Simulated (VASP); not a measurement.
# CaO5 (P6/mmm) in VASP: notebook, part 2 of 2

VASP 6.6.1. The steps go on from the part before.

**6. Single point, PBE (species swapped into the CaPd5 type (P6/mmm, No. 191))**

INCAR

```
  PREC = Accurate
  ENCUT = 520
  EDIFF = 1E-7
  ISMEAR = 0
  SIGMA = 0.1
  LREAL = False
  LASPH = True
  NELM = 100
  ALGO = Normal
  ISIF = 2
  LWAVE = False
  LCHARG = False
  GGA = PE
  NBANDS = 29
```

KPOINTS

```
regular mesh
0
Gamma
  6 6 4
```

POSCAR

```
CaO5
1.0
    4.6724077649      0.0000000000      0.0000000000
   -2.3362038824      4.0464238212      0.0000000000
    0.0000000000      0.0000000000      3.1476214950
Ca O
1 5
Direct
    0.0000000000      0.0000000000      0.0000000000
    0.3333333333      0.6666666667      0.0000000000
    0.6666666667      0.3333333333      0.0000000000
    0.5000000000      0.0000000000      0.5000000000
    0.5000000000      0.5000000000      0.5000000000
    0.0000000000      0.5000000000      0.5000000000
```

Potentials or basis: VASP PAW PBE potentials, release 64 (Ca_sv, O).

Run with:

```console
$ cat potpaw_PBE.64/Ca_sv/POTCAR potpaw_PBE.64/O/POTCAR > POTCAR
$ mpirun -np 1 vasp_std > vasp.out
```

OUTCAR:

```text
PREC = Accurate
   ENCUT = 520
   EDIFF = 1E-7
   ISMEAR = 0
   LREAL = False
   LASPH = True
   NELM = 100
   ISIF = 2
   GGA = PE

 ion  position               nearest neighbor table
   1  0.000  0.000  0.000-
   2  0.333  0.667  0.000-
   3  0.667  0.333  0.000-
   4  0.500  0.000  0.500-
   5  0.500  0.500  0.500-
   6  0.000  0.500  0.500-

  LATTYP: Found a hexagonal cell.
 ALAT       =     4.6724077649
 C/A-ratio  =     0.6736615581

  Lattice vectors:

 A1 = (   4.6724077649,   0.0000000000,   0.0000000000)
 A2 = (  -2.3362038824,   4.0464238212,   0.0000000000)
 A3 = (   0.0000000000,   0.0000000000,   3.1476214950)

Analysis of symmetry for initial positions (statically):
=====================================================================
 Subroutine PRICEL returns:
 Original cell was already a primitive cell.

 Routine SETGRP: Setting up the symmetry group for a
 hexagonal supercell.
[... 170 lines left out ...]

  energy without entropy =      -23.95262907  energy(sigma->0) =      -23.95895386

 E-fermi :   3.4057     XC(G=0): -11.3063

 val. band max:        3.3857506459   @ k =   0.5000   0.0000   0.0000
 cond. band min:       3.4227736894   @ k =   0.3333   0.1667   0.5000
 fundamental gap:      0.0370230435
 Fermi energy:         3.4057018433

 k-point     1 :       0.0000    0.0000    0.0000
  band No.  band energies     occupation
      1     -36.8933      2.00000
      2     -17.7944      2.00000
      3     -17.7944      2.00000
      4     -17.7521      2.00000
      5     -17.5185      2.00000
      6     -14.1696      2.00000
[... 661 lines left out ...]
     28       9.3575      0.00000
     29      10.2661      0.00000

------------------------ aborting loop because EDIFF is reached ----------------------------------------

  FORCE on cell =-STRESS in cart. coord.  units (eV):
  Direction    XX          YY          ZZ          XY          YZ          ZX
  --------------------------------------------------------------------------------------
  -------------------------------------------------------------------------------------
  Total       -0.0414395     -0.0414395     -0.0967240     -0.0000000     -0.0000000      0.0000000
  in kB       -1.1156561     -1.1156561     -2.6040543     -0.0000000     -0.0000000      0.0000000
  external PRESSURE =      -1.6117888 kB  Pullay stress =       0.0000000 kB

 VOLUME and BASIS-vectors are now :
 -----------------------------------------------------------------------------
  energy-cutoff  :      520.00
  volume of cell :       59.51
      direct lattice vectors                 reciprocal lattice vectors
     4.672407765  0.000000000  0.000000000     0.214022416  0.123565900  0.000000000
    -2.336203882  4.046423821  0.000000000     0.000000000  0.247131799  0.000000000
     0.000000000  0.000000000  3.147621495     0.000000000  0.000000000  0.317700207

 POSITION                                       TOTAL-FORCE (eV/Angst)
 -----------------------------------------------------------------------------------
      0.00000      0.00000      0.00000         0.000000      0.000000      0.000000
     -0.00000      2.69762      0.00000        -0.000000     -0.000000      0.000000
      2.33620      1.34881      0.00000         0.000000      0.000000      0.000000
      2.33620      0.00000      1.57381         0.000000      0.000000      0.000000
      1.16810      2.02321      1.57381         0.000000      0.000000      0.000000
     -1.16810      2.02321      1.57381         0.000000      0.000000      0.000000
 -----------------------------------------------------------------------------------
    total drift:                                0.000000      0.000000      0.000000

  FREE ENERGIE OF THE ION-ELECTRON SYSTEM (eV)
  ---------------------------------------------------
  free  energy   TOTEN  =       -23.9652786443 eV

  energy  without entropy=      -23.9526290715  energy(sigma->0) =      -23.95895386
```

OSZICAR:

```text
N       E                     dE             d eps       ncg     rms          rms(c)
DAV:   1     0.317802565513E+03    0.31780E+03   -0.22417E+04  1218   0.141E+03
DAV:   2    -0.171763641889E+01   -0.31952E+03   -0.30397E+03  1421   0.358E+02
DAV:   3    -0.237885669503E+02   -0.22071E+02   -0.21425E+02  1580   0.925E+01
DAV:   4    -0.244995165180E+02   -0.71095E+00   -0.70635E+00  1901   0.135E+01
DAV:   5    -0.245076676693E+02   -0.81512E-02   -0.81460E-02  1461   0.128E+00    0.778E+00
DAV:   6    -0.241132687961E+02    0.39440E+00   -0.76328E-01  1336   0.578E+00    0.468E+00
DAV:   7    -0.241632300407E+02   -0.49961E-01   -0.10123E+00  1502   0.590E+00    0.456E+00
DAV:   8    -0.239649695748E+02    0.19826E+00   -0.73096E-01  1395   0.459E+00    0.697E-01
DAV:   9    -0.239650447574E+02   -0.75183E-04   -0.49369E-02  1360   0.153E+00    0.136E-01
DAV:  10    -0.239651941757E+02   -0.14942E-03   -0.16692E-03  1866   0.241E-01    0.882E-02
DAV:  11    -0.239652873947E+02   -0.93219E-04   -0.64696E-04  1490   0.171E-01    0.469E-02
DAV:  12    -0.239652753976E+02    0.11997E-04   -0.14476E-04  1498   0.774E-02    0.119E-02
DAV:  13    -0.239652784508E+02   -0.30532E-05   -0.97538E-06  1496   0.214E-02    0.482E-03
DAV:  14    -0.239652785849E+02   -0.13415E-06   -0.11859E-06  1686   0.602E-03    0.145E-03
DAV:  15    -0.239652786443E+02   -0.59354E-07   -0.12129E-07   849   0.263E-03
   1 F= -.23965279E+02 E0= -.23958954E+02  d E =-.126496E-01
```

It took 20 s on 1 thread of Intel Xeon Platinum 8559C (Emerald Rapids), shared host; peak memory 0.19 GiB.

What came out:

| Property | Result |
| --- | --- |
| Free energy | -23.9653 eV |
| Pressure | -0.2 GPa |
| Band gap on the k mesh | none (metal or under the smearing width) |

Levels at points of the mesh, in eV from the Fermi level:
```tsv
k point	band 18	band 19	band 20	band 21	band 22	band 23
(0.00, 0.00, 0.00)	-1.80	-1.17	-1.17	-0.26	1.09	1.09
(0.50, 0.00, 0.00)	-1.52	-1.33	-0.71	-0.02	0.37	1.08
(0.00, 0.00, 0.50)	-1.31	-0.16	0.17	0.17	1.52	1.52
(0.50, 0.00, 0.50)	-1.89	0.13	0.21	0.56	0.92	1.41
```

Caveat: the k mesh is coarse (spacing up to 0.50 Å⁻¹), so the values aren't converged.

**7. Summary**

```tsv
task	cell	k mesh	cutoff (eV)	mesh quality	gap on the mesh (eV)	pressure (GPa)	relaxed volume (Å³/atom)
single point	species swapped into the CaPd5 type (P6/mmm, No. 191)	6 × 6 × 6	520	not flagged	none	-0.1	-
relaxation of cell and atoms	relaxed from: species swapped into the CaPd5 type (P6/mmm, No. 191)	6 × 6 × 6	600	not flagged	none	0.0	9.90
single point	species swapped into the CaPd5 type (P6/mmm, No. 191)	9 × 9 × 12	520	not flagged	none	-0.1	-
relaxation of cell and atoms	relaxed from: species swapped into the CaPd5 type (P6/mmm, No. 191)	9 × 9 × 12	600	not flagged	none	0.1	9.88
single point	species swapped into the CaPd5 type (P6/mmm, No. 191)	6 × 6 × 4	520	coarse	none	-0.2	-
```

Alike in all rows: level PBE; potentials or basis VASP PAW PBE potentials, release 64 (Ca_sv, O); no spin polarisation; smearing gaussian 0.1 eV.

Caveats: some runs use coarse meshes.

Absolute energies hang on the potentials; compare differences alone.
